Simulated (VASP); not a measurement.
# TiO₂: convergence, band structure

TiO₂, P4_2/mnm (no. 136), 6 atoms in the cell. LDA; PAW potentials Ti_sv, O (LDA set). VASP 6.6.1.

Wanted: band energies at the path's corners within 0.1 eV; smallest gap over path and mesh within 0.05 eV.

What the run is for: bands; Accuracy asked: screening; Route: fixed density (ICHARG 11).

Band energies at the path's corners: counted from the valence top.

POSCAR:
```
TiO2
1.0
    4.5998373239      0.0000000000      0.0000000000
    0.0000000000      4.5998373239      0.0000000000
    0.0000000000      0.0000000000      2.9592135600
Ti O
2 4
Direct
    0.0000000000      0.0000000000      0.5000000000
    0.5000000000      0.5000000000      0.0000000000
    0.3043213200      0.3043213200      0.5000000000
    0.1956786800      0.8043213200      0.0000000000
    0.8043213200      0.1956786800      0.0000000000
    0.6956786800      0.6956786800      0.5000000000
```

The series start from Plane-wave cutoff (eV): 460; k-point mesh: 4 × 4 × 6; k points a path segment: 12; Electronic threshold (eV): 1e-6; Precision mode (PREC): Accurate; Bands in all (NBANDS): 40; Highest l that the mixer handles (LMAXMIX): 4. Each series keeps the choices made before it, and each single choice may use up half of a tolerance. Times cover all steps of a run.

## Plane-wave cutoff (eV)

| Plane-wave cutoff (eV) | Band energies at the path's corners, largest deviation (eV) | Smallest gap over path and mesh (eV) | Time (s) |
|---|---|---|---|
| 320 | 0.04 | 1.736 | 53 |
| 400 | 0.01 | 1.758 | 71 |
| 460 | 0.00 | 1.751 | 84 |
| 520 | 0.00 | 1.751 | 119 |
| 640 (reference) | 0.00 | 1.752 | 144 |

## k-point mesh

| k-point mesh | Band energies at the path's corners, largest deviation (eV) | Smallest gap over path and mesh (eV) | Time (s) |
|---|---|---|---|
| 2 × 2 × 3 | 0.04 | 1.694 | 41 |
| 3 × 3 × 4 | 0.01 | 1.730 | 46 |
| 3 × 3 × 5 | 0.01 | 1.731 | 47 |
| 4 × 4 × 6 | 0.00 | 1.736 | 53 |
| 5 × 5 × 8 | 0.00 | 1.737 | 60 |
| 6 × 6 × 9 (reference) | 0.00 | 1.738 | 72 |

## Electronic threshold (eV)

| Electronic threshold (eV) | Band energies at the path's corners, largest deviation (eV) | Smallest gap over path and mesh (eV) | Time (s) |
|---|---|---|---|
| 0.001 | 0.01 | 1.727 | 19 |
| 0.0001 | 0.00 | 1.727 | 21 |
| 1e-5 | 0.00 | 1.729 | 22 |
| 1e-6 | 0.00 | 1.730 | 23 |
| 1e-7 (reference) | 0.00 | 1.730 | 27 |

## Precision mode (PREC)

| Precision mode (PREC) | Band energies at the path's corners, largest deviation (eV) | Smallest gap over path and mesh (eV) | Time (s) |
|---|---|---|---|
| SingleN | 0.00 | 1.729 | 11 |
| Normal | 0.00 | 1.728 | 11 |
| Accurate (reference) | 0.00 | 1.727 | 19 |

## Bands in all (NBANDS)

| Bands in all (NBANDS) | Band energies at the path's corners, largest deviation (eV) | Smallest gap over path and mesh (eV) | Time (s) |
|---|---|---|---|
| 26 | 0.20 | 1.732 | 8.3 |
| 27 | 0.09 | 1.720 | 8.2 |
| 28 | 0.01 | 1.722 | 8.5 |
| 30 | 0.00 | 1.719 | 9.0 |
| 40 | 0.01 | 1.729 | 11 |
| 50 (reference) | 0.00 | 1.721 | 13 |

## Highest l that the mixer handles (LMAXMIX)

| Highest l that the mixer handles (LMAXMIX) | Band energies at the path's corners, largest deviation (eV) | Smallest gap over path and mesh (eV) | Time (s) |
|---|---|---|---|
| 2 | 0.02 | 1.734 | 8.7 |
| 4 | 0.00 | 1.722 | 8.5 |
| 6 (reference) | 0.00 | 1.722 | 8.5 |

## Question

The rows run from the loosest to the tightest. For each series: choose the loosest value from which every tighter one stays within half of the tolerance.

## Answer

- Plane-wave cutoff (eV): 320
- k-point mesh: 3 × 3 × 4
- Electronic threshold (eV): 0.001
- Precision mode (PREC): SingleN
- Bands in all (NBANDS): 28
- Highest l that the mixer handles (LMAXMIX): 2

Also changed on the way, by series that aren't shown: k points a path segment: 5.

## All choices together

| Input | Band energies at the path's corners, largest deviation (eV) | Smallest gap over path and mesh (eV) | Time (s) |
|---|---|---|---|
| the program's defaults (naive) | 0.01 | 1.757 | 32 |
| chosen settings | 0.04 | 1.734 | 8.7 |
| reference settings throughout | 0.00 | 1.753 | 473 |

The tolerance is met.

## The input

INCAR.step1:
```
SYSTEM = TiO2
  GGA = CA
  ISMEAR = 0
  SIGMA = 0.03
  LWAVE = .False.
  LCHARG = .True.
  NBANDS = 28
  PREC = SingleN
  LASPH = .True.
  LREAL = .False.
  ALGO = Normal
  EDIFF = 0.001
  NELM = 120
  GGA_COMPAT = .False.
  ENCUT = 320
  EFERMI = MIDGAP
  LMAXMIX = 2
```

INCAR.step2, as INCAR.step1 but for:
```
- LCHARG = .True.
+ LCHARG = .False.
+ ICHARG = 11
```

KPOINTS.step1:
```
Automatic mesh
0
Gamma
  3 3 4
  0 0 0
```

KPOINTS.step2:
```
path GXMGZRAZ,XR,MA
5
line-mode
reciprocal
 0.0000000000  0.0000000000  0.0000000000  G
 0.0000000000  0.5000000000  0.0000000000  X

 0.0000000000  0.5000000000  0.0000000000  X
 0.5000000000  0.5000000000  0.0000000000  M

 0.5000000000  0.5000000000  0.0000000000  M
 0.0000000000  0.0000000000  0.0000000000  G

 0.0000000000  0.0000000000  0.0000000000  G
 0.0000000000  0.0000000000  0.5000000000  Z

 0.0000000000  0.0000000000  0.5000000000  Z
 0.0000000000  0.5000000000  0.5000000000  R

 0.0000000000  0.5000000000  0.5000000000  R
 0.5000000000  0.5000000000  0.5000000000  A

 0.5000000000  0.5000000000  0.5000000000  A
 0.0000000000  0.0000000000  0.5000000000  Z

 0.0000000000  0.5000000000  0.0000000000  X
 0.0000000000  0.5000000000  0.5000000000  R

 0.5000000000  0.5000000000  0.0000000000  M
 0.5000000000  0.5000000000  0.5000000000  A
```

Commands (each step's output is kept before the next begins):
```
cat potpaw_LDA.64/Ti_sv/POTCAR potpaw_LDA.64/O/POTCAR > POTCAR
cp INCAR.step1 INCAR
cp KPOINTS.step1 KPOINTS
mpirun -np 1 vasp_std > vasp.out
cp INCAR.step2 INCAR
cp KPOINTS.step2 KPOINTS
mpirun -np 1 vasp_std > vasp.out
```

The naive input happens to agree within the tolerance here, in 32 s.

Limits: LDA gaps are mostly well below measured ones.

The chosen input took VASP 6.6.1 8.7 s on 1 core (AMD EPYC 9R45 (Zen 5)), a shared host.

## An input that fails: damping step far too long

The electronic loop stops at its limit of 51 steps.

Changes against the starting input:
```
- ALGO = Normal
- NELM = 120
+ ALGO = Damped
+ NELM = 51
+ TIME = 4.0
```
